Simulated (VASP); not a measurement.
## CaO (strained rocksalt): a PBE single-point calculation in VASP

INCAR

```
LWAVE = .FALSE.
SIGMA = 0.02
ISIF = 2
LCHARG = .FALSE.
PREC = Accurate
EDIFF = 1E-7
NBANDS = 15
LASPH = .TRUE.
IBRION = -1
GGA = PE
NSW = 0
ISMEAR = -1
LREAL = .FALSE.
ENCUT = 520
NELM = 120
```

KPOINTS

```
KPOINTS created by Atomic Simulation Environment
0
Gamma
10 10 10
0 0 0
```

KPOINTS_OPT

```
special points
7
Reciprocal
0.0000000000 0.0000000000 0.0000000000 1
0.5000000000 0.0000000000 0.5000000000 1
0.6250000000 0.2500000000 0.6250000000 1
0.3750000000 0.3750000000 0.7500000000 1
0.5000000000 0.5000000000 0.5000000000 1
0.5000000000 0.2500000000 0.7500000000 1
0.5000000000 0.5000000000 0.0000000000 1
```

POSCAR

```
Ca O
 1.0000000000000000
     0.0000000000000000    2.4934521181000000    2.3522183347999999
     2.4934521181000000    0.0000000000000000    2.3522183347999999
     2.4934521181000000    2.4934521181000000    0.0000000000000000
 Ca  O
   1   1
Cartesian
  0.0000000000000000  0.0000000000000000  0.0000000000000000
  2.4934521181000000  2.4934521181000000  2.3522183347999999
```

VASP ran with the recommended PBE PAW datasets (16 valence electrons in the cell).

Command

```
mpirun -np 1 vasp_std
```

OSZICAR

```
N       E                     dE             d eps       ncg     rms          rms(c)
DAV:   1     0.122791568425E+03    0.12279E+03   -0.83357E+03  3060   0.108E+03
DAV:   2    -0.922288844790E+01   -0.13201E+03   -0.12297E+03  3732   0.286E+02
DAV:   3    -0.143701465757E+02   -0.51473E+01   -0.51108E+01  3705   0.587E+01
DAV:   4    -0.145054393805E+02   -0.13529E+00   -0.13522E+00  4399   0.835E+00
DAV:   5    -0.145062177379E+02   -0.77836E-03   -0.77835E-03  3579   0.658E-01    0.860E+00
DAV:   6    -0.128613705250E+02    0.16448E+01   -0.53870E+00  3467   0.220E+01    0.376E+00
DAV:   7    -0.127743857755E+02    0.86985E-01   -0.43758E-01  3363   0.666E+00    0.183E+00
DAV:   8    -0.127709351992E+02    0.34506E-02   -0.79906E-02  3879   0.304E+00    0.402E-01
DAV:   9    -0.127697168836E+02    0.12183E-02   -0.44110E-03  3272   0.545E-01    0.113E-01
DAV:  10    -0.127704407398E+02   -0.72386E-03   -0.82833E-04  3711   0.246E-01    0.451E-02
DAV:  11    -0.127704182929E+02    0.22447E-04   -0.50896E-05  3797   0.831E-02    0.713E-03
DAV:  12    -0.127704183332E+02   -0.40265E-07   -0.87267E-06  3536   0.241E-02    0.357E-03
DAV:  13    -0.127704184799E+02   -0.14671E-06   -0.31030E-07  3866   0.579E-03    0.759E-04
DAV:  14    -0.127704185160E+02   -0.36062E-07   -0.31392E-08  2251   0.195E-03
   1 F= -.12770419E+02 E0= -.12770419E+02  d E =-.230276E-11
       N       E                     dE             ncg
DAV:   1     0.218964692747E+04   -0.47600E+04      210
DAV:   2     0.127195963670E+04   -0.91769E+03      259
DAV:   3     0.123594702087E+04   -0.36013E+02      273
DAV:   4     0.123492036459E+04   -0.10267E+01      285
DAV:   5     0.123491453425E+04   -0.58303E-02      252
DAV:   6     0.123491442204E+04   -0.11221E-03      254
DAV:   7     0.123491441899E+04   -0.30516E-05      251
DAV:   8     0.123491441889E+04   -0.92565E-07      184
```

From OUTCAR

```
k-points           NKPTS =    102   k-points in BZ     NKDIM =    102   number of bands    NBANDS=     15

   NELECT =      16.0000    total number of electrons

   dimension x,y,z NGX =    28 NGY =   28 NGZ =   28
   dimension x,y,z NGXF=    56 NGYF=   56 NGZF=   56

  energy-cutoff  :      520.00
  volume of cell :       29.25
      direct lattice vectors                 reciprocal lattice vectors
     0.000000000  2.493452118  2.352218335    -0.200525206  0.200525206  0.212565302
     2.493452118  0.000000000  2.352218335     0.200525206 -0.200525206  0.212565302
     2.493452118  2.493452118  0.000000000     0.200525206  0.200525206 -0.212565302

 k-points in reciprocal lattice and weights: KPOINTS created by Atomic Simulation Env
   0.00000000  0.00000000  0.00000000       0.001
   0.10000000 -0.00000000  0.00000000       0.008
   0.20000000 -0.00000000  0.00000000       0.008
   0.30000000 -0.00000000  0.00000000       0.008
   0.40000000 -0.00000000  0.00000000       0.008
   0.50000000 -0.00000000  0.00000000       0.004
   0.10000000  0.10000000  0.00000000       0.002
   0.20000000  0.10000000  0.00000000       0.008
   ...

 E-fermi :   2.5443

 k-point     1 :       0.0000    0.0000    0.0000
  band No.  band energies     occupation
      1     -35.7737      2.00000
      2     -16.5888      2.00000
      3     -16.5887      2.00000
      4     -16.5464      2.00000
      5     -13.3795      2.00000
      6       2.0200      2.00000
      7       2.0200      2.00000
      8       2.1472      2.00000
      9       6.2736      0.00000
     10       8.0578      0.00000
     11       8.0578      0.00000
     12       8.4151      0.00000
     13       9.3248      0.00000
     14       9.9490      0.00000
     15      16.8393      0.00000

 k-point     2 :       0.1000   -0.0000    0.0000
  band No.  band energies     occupation
      1     -35.7660      2.00000
      2     -16.6844      2.00000
      3     -16.5958      2.00000
      4     -16.5638      2.00000
      5     -13.2595      2.00000
      6       1.7009      2.00000
      7       1.8964      2.00000
      8       1.9812      2.00000
      9       6.7188      0.00000
     10       8.0903      0.00000
     11       8.2324      0.00000
     12       8.4949      0.00000
     13       9.5366      0.00000
     14      10.1848      0.00000
     15      17.1931      0.00000

 k-point     3 :       0.2000   -0.0000    0.0000
  band No.  band energies     occupation
      1     -35.7456      2.00000
      2     -16.9410      2.00000
      3     -16.6140      2.00000
      4     -16.5725      2.00000
      5     -12.9739      2.00000
      6       0.9695      2.00000
      7       1.5991      2.00000
      8       1.6494      2.00000
      9       7.7170      0.00000
     10       8.1651      0.00000
     11       8.7119      0.00000
     12       8.8532      0.00000
     13      10.0904      0.00000
     14      10.7907      0.00000
     15      17.6229      0.00000

 k-point     4 :       0.3000   -0.0000    0.0000
  band No.  band energies     occupation
      1     -35.7202      2.00000
      2     -17.2189      2.00000
      3     -16.6364      2.00000
      4     -16.5806      2.00000
      5     -12.6614      2.00000
      6       0.2380      2.00000
      7       1.2723      2.00000
      8       1.2914      2.00000
      9       8.3206      0.00000
     10       8.9023      0.00000
     11       9.3638      0.00000
     12       9.4132      0.00000
     13      10.8070      0.00000
     14      11.5312      0.00000
     15      16.9754      0.00000

 k-point     5 :       0.4000   -0.0000    0.0000
  band No.  band energies     occupation
      1     -35.6996      2.00000
      2     -17.4204      2.00000
      3     -16.6544      2.00000
      4     -16.5869      2.00000
      5     -12.4301      2.00000
      6      -0.2755      2.00000
      7       1.0293      2.00000
      8       1.0330      2.00000
      9       8.6721      0.00000
     10       9.7783      0.00000
     11       9.9472      0.00000
     12       9.9529      0.00000
     13      11.4851      0.00000
     14      12.1171      0.00000
     15      16.0022      0.00000

 k-point     6 :       0.5000   -0.0000    0.0000
  band No.  band energies     occupation
      1     -35.6917      2.00000
      2     -17.4930      2.00000
      3     -16.6612      2.00000
      4     -16.5893      2.00000
      5     -12.3455      2.00000
      6      -0.4590      2.00000
      7       0.9344      2.00000
      8       0.9465      2.00000
      9       8.8640      0.00000
     10      10.1476      0.00000
     11      10.1497      0.00000
     12      10.1822      0.00000
     13      11.8016      0.00000
     14      12.3180      0.00000
     15      15.6301      0.00000

 k-point     7 :       0.1000    0.1000    0.0000
  band No.  band energies     occupation
      1     -35.7621      2.00000
      2     -16.6959      2.00000
      3     -16.6101      2.00000
      4     -16.6101      2.00000
      5     -13.1747      2.00000
      6       1.5267      2.00000
      7       1.9165      2.00000
      8       1.9165      2.00000
      9       6.6946      0.00000
     10       8.0220      0.00000
     11       8.4635      0.00000
     12       8.4635      0.00000
     13       9.4376      0.00000
     14      10.6160      0.00000
     15      17.3357      0.00000

 k-point     8 :       0.2000    0.1000    0.0000
  band No.  band energies     occupation
      1     -35.7450      2.00000
      2     -16.9052      2.00000
      3     -16.6343      2.00000
      4     -16.6086      2.00000
      5     -12.9453      2.00000
      6       0.9515      2.00000
      7       1.6770      2.00000
      8       1.7337      2.00000
      9       7.3519      0.00000
     10       7.7693      0.00000
     11       8.9154      0.00000
     12       8.9638      0.00000
     13       9.7453      0.00000
     14      11.3027      0.00000
     15      17.7946      0.00000

 k-point     9 :       0.3000    0.1000    0.0000
  band No.  band energies     occupation
      1     -35.7211      2.00000
      2     -17.1591      2.00000
      3     -16.6591      2.00000
      4     -16.6077      2.00000
      5     -12.6847      2.00000
      6       0.3636      2.00000
      7       1.3078      2.00000
      8       1.4447      2.00000
      9       7.7810      0.00000
     10       8.4133      0.00000
     11       9.4564      0.00000
     12       9.5902      0.00000
     13      10.3638      0.00000
     14      11.9998      0.00000
     15      17.4123      0.00000

 k-point    10 :       0.4000    0.1000    0.0000
  band No.  band energies     occupation
      1     -35.6994      2.00000
      2     -17.3573      2.00000
      3     -16.6750      2.00000
      4     -16.6148      2.00000
      5     -12.4894      2.00000
      6      -0.0883      2.00000
      7       1.0314      2.00000
      8       1.1724      2.00000
      9       8.1299      0.00000
     10       9.2793      0.00000
     11      10.1015      0.00000
     12      10.1022      0.00000
     13      11.1227      0.00000
     14      12.4849      0.00000
     15      16.3139      0.00000

 k-point    11 :       0.5000    0.1000    0.0000
  band No.  band energies     occupation
      1     -35.6883      2.00000
      2     -17.4450      2.00000
      3     -16.6760      2.00000
      4     -16.6254      2.00000
      5     -12.4154      2.00000
      6      -0.3038      2.00000
      7       0.9491      2.00000
      8       1.0060      2.00000
      9       8.6281      0.00000
     10       9.4076      0.00000
     11      10.2623      0.00000
     12      10.8000      0.00000
     13      11.6896      0.00000
     14      12.5580      0.00000
     15      15.5833      0.00000

 k-point    12 :      -0.4000    0.1000    0.0000
  band No.  band energies     occupation
      1     -35.6922      2.00000
      2     -17.4016      2.00000
      3     -16.6619      2.00000
      4     -16.6334      2.00000
      5     -12.4795      2.00000
      6      -0.2352      2.00000
      7       0.9905      2.00000
      8       1.0749      2.00000
      9       8.7233      0.00000
     10       9.3122      0.00000
     11       9.9752      0.00000
     12      10.8607      0.00000
     13      11.7168      0.00000
     14      12.0939      0.00000
     15      15.7186      0.00000

 k-point    13 :      -0.3000    0.1000    0.0000
  band No.  band energies     occupation
      1     -35.7096      2.00000
      2     -17.2394      2.00000
      3     -16.6379      2.00000
      4     -16.6329      2.00000
      5     -12.6635      2.00000
      6       0.1015      2.00000
      7       1.1303      2.00000
      8       1.3685      2.00000
      9       8.2732      0.00000
     10       9.2194      0.00000
     11       9.3765      0.00000
     12      10.1829      0.00000
     13      11.2874      0.00000
     14      11.3411      0.00000
     15      16.6822      0.00000

 ...

  Total       -0.9185594     -0.9185594      0.5350937      0.0000000      0.0000000      0.0000000
  in kB      -50.3162343    -50.3162343     29.3110079      0.0000000      0.0000000      0.0000000
  external PRESSURE =     -23.7738203 kB  Pullay stress =       0.0000000 kB

 POSITION                                       TOTAL-FORCE (eV/Angst)
 -----------------------------------------------------------------------------------
      0.00000      0.00000      0.00000         0.000000      0.000000      0.000000
      2.49345      2.49345      2.35222        -0.000000     -0.000000      0.000000
 -----------------------------------------------------------------------------------
    total drift:                                0.000000      0.000000      0.000000

  FREE ENERGIE OF THE ION-ELECTRON SYSTEM (eV)
  ---------------------------------------------------
  free  energy   TOTEN  =       -12.7704185160 eV

  energy  without entropy=      -12.7704185160  energy(sigma->0) =      -12.77041852
```

The gap between bands v and c is 3.44 eV, the least direct gap is 4.00 eV and the pressure is -2.4 GPa.

Band v is the last that the valence electrons fill when counted band by band, and c is the next.

The run took about 39 s on one core of a shared host (Intel Xeon Platinum 8488C) and held 0.2 GiB at most.
